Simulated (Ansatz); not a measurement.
# Screening in BaTiO3 (Pm-3m)

How strongly does BaTiO3 (Pm-3m) screen? Routes: perturbation theory, a sum over states and the RPA step of G0W0.

Main program and level: Ansatz 0.2.0; linear response on PBE, plane waves, PAW.

## Step 1: Starting point

Symmetry: Pm-3m, No. 221, cubic system. Conventional cell: a = 4.006 Å, b = 4.006 Å, c = 4.006 Å, α = 90.00°, β = 90.00°, γ = 90.00°. Ba has 12 O at 2.83 Å nearest. Ti has 6 O at 2.00 Å nearest. Nearest to O lie 2 Ti at 2.00 Å and 4 Ba at 2.83 Å. Farther neighbours and most contacts between anions are not listed.

Structure file:

```cif
data_structure
_symmetry_space_group_name_H-M 'Pm-3m'
_symmetry_Int_Tables_number 221
_cell_length_a 4.0060
_cell_length_b 4.0060
_cell_length_c 4.0060
_cell_angle_alpha 90.000
_cell_angle_beta 90.000
_cell_angle_gamma 90.000
_cell_volume 64.29
loop_
_atom_site_label
_atom_site_type_symbol
_atom_site_symmetry_multiplicity
_atom_site_Wyckoff_symbol
_atom_site_fract_x
_atom_site_fract_y
_atom_site_fract_z
_atom_site_occupancy
Ba1 Ba 1 b 0.50000 0.50000 0.50000 1
Ti1 Ti 1 a 0.00000 0.00000 0.00000 1
O1 O 3 d 0.50000 0.00000 0.00000 1
```

The cell and positions come from the Crystallography Open Database and are kept as given unless a step says otherwise. Spin-orbit coupling is left out unless a step names it. The default PAW set here is soft_1. Its files were made with PBE.

## Step 2: Response to a homogeneous field

The response to a uniform field gives ε∞, a yardstick for the screening that GW builds on its mesh.

This step: dielectric response by perturbation theory, PBE, plane waves, PAW.

Input file input.yaml:

```yaml
crystal:
  lattice:
    - [4.006, 0.0, 0.0]
    - [0.0, 4.006, 0.0]
    - [0.0, 0.0, 4.006]
  atoms:
    - { symbol: Ba, position: [0.5, 0.5, 0.5] }
    - { symbol: Ti, position: [0.0, 0.0, 0.0] }
    - { symbol: O, position: [0.5, 0.0, 0.0] }
    - { symbol: O, position: [0.0, 0.5, 0.0] }
    - { symbol: O, position: [0.0, 0.0, 0.5] }
kpoints:
  mp_grid: { grid: [6, 6, 6] }
hamiltonian:
  xc: pbe
  pseudopotentials: { kind: paw, azcp: { folder: "./paw" } }
scf:
  occupations: { method: fixed }
dielectric: {}
```

The run is started by

```console
$ ansatz run input.yaml --threads 3 --pin off --max-ram 92160MiB --backend cuda --events-out ev --progress --plain --runs-dir out --devices 1 --max-vram 13GiB
```

Numbers of over 12 decimals in the logs are rounded to 6 here.

The program printed:

```text
GPUs: using 1 of 1 available (devices: 1).
Engine: ansatz 0.2.0, x86_64-unknown-linux-gnu
Pseudopotentials: kind: paw
Pseudopotential: Ba, paw, valence charge 10, recommended cutoff 420 eV (normal), <dir>
Pseudopotential: Ti, paw, valence charge 12, recommended cutoff 420 eV (normal), <dir>
Pseudopotential: O, paw, valence charge 6, recommended cutoff 420 eV (normal), <dir>
Functional definition: PBE
  parameter kappa = 0.804
  parameter beta = 0.066725
  exchange = pbe_x(kappa = kappa, mu = beta*pi^2/3)
  correlation = pbe_c(beta = beta)
device memory: the entry about to start is reckoned to put 1.4 GiB on a device that reports 73.7 GiB free (of which the cap on the GPU budget leaves the run 13.0 GiB)
GPU FFT provider: cuFFT
GPU libraries: cuBLAS 13.8.2, cuFFT 12.4.0, cuSOLVER 12.3.4
Crystal: 5 atoms, lattice volume = 64.288 Å³
Basis set: ecut = 420 eV, 1237 PW (Γ), exchange–correlation on 54×54×54 points (8 copies of the dense FFT grid, shifted against one another)
Bands: 25, of which v1, the nominal top of the filled ones, is band 20 counted from 1 (19 counted from 0)
Symmetry: 48 space group operations
k-points: 40 of 216 (irreducible under 8 space group operations, time reversal used)
Non-local potential: Ba, projectors of the file, l = 0: 3, l = 1: 2, l = 2: 2, l = 3: 2
Non-local potential: Ti, projectors of the file, l = 0: 3, l = 1: 2, l = 2: 3, l = 3: 1
Non-local potential: O, projectors of the file, l = 0: 2, l = 1: 2, l = 2: 1
PAW form: soft (Blöchl's): semilocal exchange-correlation on the pseudo side does not see the compensation charge
PAW one-centre angular grid: Ba, 194 points (default); XC on 64 Gauss nodes
PAW one-centre angular grid: Ti, 590 points (default); XC on 64 Gauss nodes
PAW one-centre angular grid: O, 110 points (default); XC on 64 Gauss nodes
Initial density: superposition of atomic densities (chi_scale 0.1, normalization cell, long waves kept (reshape's long-wave potential 0.00 eV rms))
Initial wavefunctions: pseudopotential atomic-orbital guess
GPU buffer pool allocated for 19683 grid points (all kernels)
GPU transforms: local potential and band sums: pruned to the plane-wave sphere, on 27×27×27
Functional: x = pbe(κ = 0.804, μ = 0.219515), c = pbe(β = 0.066725)
SCF iter   1: F=—  HF=-10160.062436 eV  |F-HF|=—  |Δ(HF+E_count)|=         —  Δρ=5.08e-2  dr2=2.04e0  ethr=3.10e-3  ⟨swp⟩=4.5  Hψ=3841  notcnv=0  defer=76
preconditioner: auto → Resta (q_TF=auto, 2.521 Å⁻¹)  ε∞=5.8  [insulator: Δε(μ)=2.349 eV  Ē_g=11.548 eV  n_scr=18 (ndim 8)  ℏωp=25.4 eV  f_vac=0.000  ε∞_Penn≈5.8]
SCF iter   2: F=—  HF=-10159.769403 eV  |F-HF|=—  |Δ(HF+E_count)|=   2.93e-1  Δρ=2.44e-2  dr2=4.38e-1  ethr=3.10e-3  ⟨swp⟩=3.2  Hψ=2122  notcnv=0  defer=44
SCF iter   3: F=—  HF=-10159.739930 eV  |F-HF|=—  |Δ(HF+E_count)|=   2.95e-2  Δρ=1.22e-2  dr2=1.17e-1  ethr=1.10e-3  ⟨swp⟩=2.0  Hψ=1720  notcnv=0  defer=80
SCF iter   4: F=—  HF=-10159.737081 eV  |F-HF|=—  |Δ(HF+E_count)|=   2.85e-3  Δρ=8.91e-3  dr2=4.92e-2  ethr=2.91e-4  ⟨swp⟩=2.0  Hψ=1668  notcnv=0  defer=85
SCF iter   5: F=—  HF=-10159.731856 eV  |F-HF|=—  |Δ(HF+E_count)|=   5.22e-3  Δρ=2.01e-3  dr2=2.35e-3  ethr=1.23e-4  ⟨swp⟩=2.0  Hψ=1422  notcnv=0  defer=98
SCF iter   6: F=—  HF=-10159.732654 eV  |F-HF|=—  |Δ(HF+E_count)|=   7.97e-4  Δρ=3.75e-4  dr2=9.37e-5  ethr=5.87e-6  ⟨swp⟩=2.0  Hψ=1456  notcnv=0  defer=111
SCF iter   7: F=—  HF=-10159.732736 eV  |F-HF|=—  |Δ(HF+E_count)|=   8.26e-5  Δρ=5.11e-5  dr2=1.56e-6  ethr=2.34e-7  ⟨swp⟩=2.2  Hψ=1497  notcnv=0  defer=91
SCF iter   8: F=—  HF=-10159.732803 eV  |F-HF|=—  |Δ(HF+E_count)|=   6.67e-5  Δρ=9.48e-6  dr2=6.88e-8  ethr=3.89e-9  ⟨swp⟩=2.1  Hψ=1532  notcnv=0  defer=40
SCF iter   9: F=—  HF=-10159.732803 eV  |F-HF|=—  |Δ(HF+E_count)|=   7.44e-8  Δρ=2.03e-6  dr2=2.77e-9  ethr=1.72e-10  ⟨swp⟩=2.1  Hψ=1622  notcnv=0  defer=40
SCF iter  10: F=-10159.732803 eV  HF=-10159.732803 eV  |F-HF|=1.09e-11  |Δ(HF+E_count)|=  6.97e-10  Δρ=2.78e-7  dr2=3.30e-11  ethr=1.00e-12  ⟨swp⟩=6.8  Hψ=4727  notcnv=0
SCF 1 converged in 10 iterations: F = -10159.732803 eV  dr2 = 3.30e-11
  greatest PAW one-centre occupation: 0.999 electrons in one spin orbital (limit 2), on the Ti atom at site 1 (counted from 0), in its partial waves of l = 0
the response reads at least the filled bands of the reference SCF and the lowest empty band at each k-point, and that SCF's band table does not vouch for those bands. The notice of the band table in this run's record says why
device memory: the entry about to start is reckoned to put 0.1 GiB on a device that reports 73.6 GiB free (of which the cap on the GPU budget leaves the run 13.0 GiB)
device memory: the entry about to start is reckoned to put 0.9 GiB on a device that reports 73.6 GiB free (of which the cap on the GPU budget leaves the run 13.0 GiB)
DFPT response loops at Γ: preconditioner auto → none (the input reference at scf.mixing.eps_inf says where Resta's filter doesn't serve); β = 0.50; Broyden in place of MSR1
── the response to a field inside a basis, on 8×8×8 k-points: an SCF that follows is theirs, and a resumed run solves both again ──
device memory: the entry about to start is reckoned to put 0.2 GiB on a device that reports 71.6 GiB free (of which the cap on the GPU budget leaves the run 13.0 GiB)
GPU FFT provider: cuFFT
GPU libraries: cuBLAS 13.8.2, cuFFT 12.4.0, cuSOLVER 12.3.4
Bands: 21, of which v1, the nominal top of the filled ones, is band 20 counted from 1 (19 counted from 0)
k-points: 20 of 512
Initial density: handed on by an earlier stage of this run
Initial wavefunctions: pseudopotential atomic-orbital guess (no wavefunctions were taken with the density)
GPU buffer pool allocated for 19683 grid points (all kernels)
GPU transforms: band sums: pruned to the plane-wave sphere, on 27×27×27
Eigensolver: Dense (20 Hₖ)
SCF iter   1: F=—  HF=-10159.725298 eV  |F-HF|=—  |Δ(HF+E_count)|=         —  Δρ=2.92e-4  dr2=1.20e-5  ethr=1.00e-1
preconditioner: auto → Resta (q_TF=auto, 2.521 Å⁻¹)  ε∞=7.2  [insulator: Δε(μ)=1.995 eV  Ē_g=10.501 eV  n_scr=18 (ndim 8)  ℏωp=26.2 eV  f_vac=0.000  ε∞_Penn≈7.2]
SCF iter   2: F=—  HF=-10159.725302 eV  |F-HF|=—  |Δ(HF+E_count)|=   4.74e-6  Δρ=1.41e-4  dr2=4.56e-6  ethr=3.00e-8
SCF iter   3: F=—  HF=-10159.725305 eV  |F-HF|=—  |Δ(HF+E_count)|=   2.86e-6  Δρ=9.04e-5  dr2=4.53e-6  ethr=1.14e-8
SCF iter   4: F=-10159.725305 eV  HF=-10159.725305 eV  |F-HF|=9.28e-10  |Δ(HF+E_count)|=   6.97e-7  Δρ=1.34e-5  dr2=9.20e-8  ethr=1.13e-8
SCF 1 converged in 4 iterations: F = -10159.725305 eV  dr2 = 9.20e-8
device memory: the entry about to start is reckoned to put 0.1 GiB on a device that reports 70.1 GiB free (of which the cap on the GPU budget leaves the run 13.0 GiB)
device memory: the entry about to start is reckoned to put 1.3 GiB on a device that reports 68.9 GiB free (of which the cap on the GPU budget leaves the run 12.9 GiB)
DFPT response loops at Γ: mixed as the last ones told, above
SCF converged after 10 iterations
Free energy (F): -10159.732803 eV
Harris-Foulkes:  -10159.732803 eV  (|F-HF|=1.09e-11)
Internal energy: -10159.732803 eV  (E = F + TS)
E sigma→0 (E₀):  -10159.732803 eV
Fermi energy:    10.233170 eV
--- Per-component energies (eV) ---
  E_band       = -142.960322
  E_kinetic    = 946.245460
  E_local      = -2175.913340  (includes V_loc(G=0)·N_el)
  E_nonlocal   = 307.146311
  E_hartree    = 836.295522
  E_xc         = -532.790575
  E_vxc        = -552.565143  (∫ρ·V_xc dr)
  E_paw        = -6722.312126  (= ΣΔE_a)
  E_vpaw       = -340.466832  (= ΣTr[D̂ρ^β])
  E_aug_tail   = 0.002149  (compensation charges beyond the density's cutoff)
  E_ewald      = -2818.406203
  E_smearing   = -0.000000  (= −TS)
  E_closure    = 0.000000  (closes the sum)
  Σ components = -10159.732803   (vs F -10159.732803, Δ=0.00e0)
--- Band table (eV; the first three rows and the last of 40) ---
  k-point 0: bands = [... 16 lower, 9.1318, 10.1301, 10.1301, 10.1301, 12.0414, 12.0414, 12.0414, 14.1864, ... 1 higher]
  k-point 1: bands = [... 16 lower, 8.9192, 9.5074, 9.9469, 9.9469, 12.0720, 12.5507, 12.5507, 14.1877, ... 1 higher]
  k-point 2: bands = [... 16 lower, 8.5496, 8.6677, 9.6786, 9.6786, 12.1352, 13.3786, 13.3786, 14.1900, ... 1 higher]
  k-point 39: bands = [... 16 lower, 7.8964, 10.2332, 10.2332, 10.2332, 14.4258, 14.4258, 14.4258, 17.0643, ... 1 higher]
--- Dielectric response (ions clamped): 3 representative field directions + reference, inside a basis on a mesh of 512 k-points (Σ response iterations 15) ---
  ε∞ (high-frequency dielectric tensor):
        6.691260    -0.000000     0.000000
       -0.000000     6.691260     0.000000
        0.000000     0.000000     6.691260
  Born effective charges Z* (e; rows j = field, columns β = displacement):
    site 0:
         2.76306    0.00000    0.00000
        -0.00000    2.76306    0.00000
         0.00000   -0.00000    2.76306
    site 1:
         7.38010    0.00000    0.00000
        -0.00000    7.38010    0.00000
        -0.00000    0.00000    7.38010
    site 2:
        -5.85689   -0.00000   -0.00000
         0.00000   -2.14313    0.00000
        -0.00000   -0.00000   -2.14313
    site 3:
        -2.14313   -0.00000    0.00000
         0.00000   -5.85689    0.00000
        -0.00000   -0.00000   -2.14313
    site 4:
        -2.14313    0.00000    0.00000
         0.00000   -2.14313    0.00000
        -0.00000   -0.00000   -5.85689
  Z* charge neutrality: 3.231e-3 e pre-enforcement
  solved inside a basis spanned on kpoints, on 8×8×8 k-points, its susceptibility summed on 10×10×10: ε∞ is read to err by 2.2e-2, Z* by 3.1e-2 e (field_mesh: kpoints solves on kpoints); Z* is corrected for what the basis lacks
```

Wall time 38 s (1 × NVIDIA H100 80GB HBM3 (shared by 6 runs) with 3 threads of AMD EPYC 7R13 (Zen 3), shared host); peak memory 1.2 GiB; 17 s of CPU time.

Reading the cycles: dr2 is the Hartree energy of the density residual (eV), the measure of convergence; HF is the Harris–Foulkes estimate of the energy, which meets the free energy F at convergence.

This step gave:

```yaml
stated_error_of_eps_infinity: 0.022
```

One over ε∞ averages 0.15, under the quarter of exact exchange in PBE0, which by this rule of thumb may open the gap too far.

High-frequency dielectric tensor:

```
6.69 0.00 0.00
0.00 6.69 0.00
0.00 0.00 6.69
```

Born effective charge (e), principal values of the symmetric part by kind of site:

```
atom  atoms with these values    low  middle   high   mean
 Ba1                        1   2.76    2.76   2.76   2.76
 Ti2                        1   7.38    7.38   7.38   7.38
  O3                        3  -5.86   -2.14  -2.14  -3.38
```

In full for Ti2:

```
7.38 0.00 0.00
0.00 7.38 0.00
0.00 0.00 7.38
```

## Step 3: Independent-particle spectrum

The independent-particle spectrum shows where the oscillator strength lies, before excitons and local fields.

This step: independent-particle optics on PBE, plane waves, PAW.

Changes to input.yaml since step 2:

```diff
@@ -18,2 +18,4 @@
   occupations: { method: fixed }
-dielectric: {}
+  n_extra_bands: 44
+output:
+  optics: { e_range: [0, 25], de: 0.1, sigma: 0.2 }
```

The program printed:

```text
[...]
GPUs: using 1 of 1 available (devices: 1).
[...]
GPU FFT provider: cuFFT
GPU libraries: cuBLAS 13.8.2, cuFFT 12.4.0, cuSOLVER 12.3.4
Crystal: 5 atoms, lattice volume = 64.288 Å³
Basis set: ecut = 420 eV, 1237 PW (Γ)
Bands: 64, of which v1, the nominal top of the filled ones, is band 20 counted from 1 (19 counted from 0)
Symmetry: 48 space group operations
[...]
k-points: 20 of 216
[...]
GPU buffer pool allocated for 19683 grid points (all kernels)
[...]
SCF iter   1: F=—  HF=-10160.061497 eV  |F-HF|=—  |Δ(HF+E_count)|=         —  Δρ=5.08e-2  dr2=2.04e0  ethr=3.10e-3  ⟨swp⟩=4.5  Hψ=4658  notcnv=0  defer=774
[...]
SCF iter  11: F=-10159.732203 eV  HF=-10159.732203 eV  |F-HF|=1.82e-12  |Δ(HF+E_count)|=  3.64e-12  Δρ=1.68e-8  dr2=1.16e-13  ethr=1.00e-12  ⟨swp⟩=11.2  Hψ=9409  notcnv=0
SCF 1 converged in 11 iterations: F = -10159.732203 eV  dr2 = 1.16e-13
[...]
Optics k sum: 0 of 20 k-points
Optics k sum: 1 of 20 k-points
[...]
Optics k sum: 20 of 20 k-points
[...]
SCF converged after 11 iterations
Free energy (F): -10159.732203 eV
[...]
Internal energy: -10159.732203 eV  (E = F + TS)
E sigma→0 (E₀):  -10159.732203 eV
Fermi energy:    10.233098 eV
[...]
--- Band table (eV; the first three rows and the last of 20) ---
  k-point 0: bands = [... 16 lower, 9.1318, 10.1301, 10.1301, 10.1301, 12.0417, 12.0417, 12.0417, 14.1853, ... 40 higher]
  k-point 1: bands = [... 16 lower, 8.9192, 9.5074, 9.9470, 9.9470, 12.0724, 12.5511, 12.5511, 14.1866, ... 40 higher]
  k-point 2: bands = [... 16 lower, 8.5496, 8.6676, 9.6787, 9.6787, 12.1356, 13.3789, 13.3789, 14.1889, ... 40 higher]
  k-point 19: bands = [... 16 lower, 7.8964, 10.2331, 10.2331, 10.2331, 14.4262, 14.4262, 14.4262, 17.0642, ... 40 higher]
```

The job ended after 28 s (1 × NVIDIA H100 80GB HBM3 (shared by 6 runs) with 3 threads; peak memory 1.3 GiB; 32 s of CPU time).

Numbers from this step:

```yaml
eps_infinity_without_local_fields_xx_yy_zz: 6.842, 6.842, 6.842
electrons_in_the_f_sum_xx_yy_zz: 27.90, 27.90, 27.90
bands_in_the_explicit_sum_the_static_value_is_completed_to_all_bands: 64
```

The sum gives ε∞ = 6.84 without local fields.

Independent particles, no local fields, Gaussian width 0.2 eV. ε₂, xx=yy=zz against photon energy; read off at these points:

```
photon energy (eV)  ε₂, xx=yy=zz
               1.0             0
               2.0         0.599
               3.0          4.14
               4.0          9.18
               5.0          3.63
               6.0          2.59
               7.0          4.49
               8.0          3.88
               8.8          5.22
               9.0          4.90
              10.0          4.64
              11.0          3.38
              12.0          2.62
              13.0          1.14
              14.0         0.785
              15.0         0.516
              16.0          1.19
              17.0          2.04
              18.0          4.22
              19.0          4.82
              20.0          2.17
              21.0          2.06
              22.0          1.33
              23.0          1.00
              24.0         0.592
              25.0         0.507
```

Independent particles, no local fields, Gaussian width 0.2 eV. Loss function, xx=yy=zz against photon energy; read off at these points:

photon energy (eV), loss function, xx=yy=zz and a bar:
```
      1.0       0.00 
      2.0       0.01 
      3.0       0.04 #
      4.0       0.08 #
      5.0       0.24 ####
      6.0       0.13 ##
      7.0       0.15 ###
      8.0       0.15 ###
      9.0       0.19 ###
     10.0       0.21 ####
     11.0       0.30 #####
     12.0       0.34 ######
     13.0       0.87 ###############
     13.2       0.95 #################
     14.0       0.83 ###############
     15.0       0.15 ###
     16.0       0.23 ####
     17.0       0.17 ###
     18.0       0.18 ###
     19.0       0.21 ####
     20.0       0.37 ######
     21.0       0.44 ########
     22.0       0.51 #########
     23.0       0.79 ##############
     24.0       1.04 ##################
     25.0       1.71 ##############################
```

[end of part 1 of 2]

[Paths, hosts, dates, memory and timing lines, banners, echoed tables and standing remarks are left out of the program output.]

[Logs are printed without paths, hosts, clocks, repeated set-up lines and the standing remarks that a program may print on its own settings, such as how far it seeks lower states.]

[Runs of the session that timed out or met a known fault of the program may be left out.]

[Cells called generated may have been cut or substituted from an entry of the Crystallography Open Database or the Materials Project.]

[Hosts, paths, dates, database ids (printed as entryN), source tags and the programs' standing remarks are cut or masked in the printed files.]
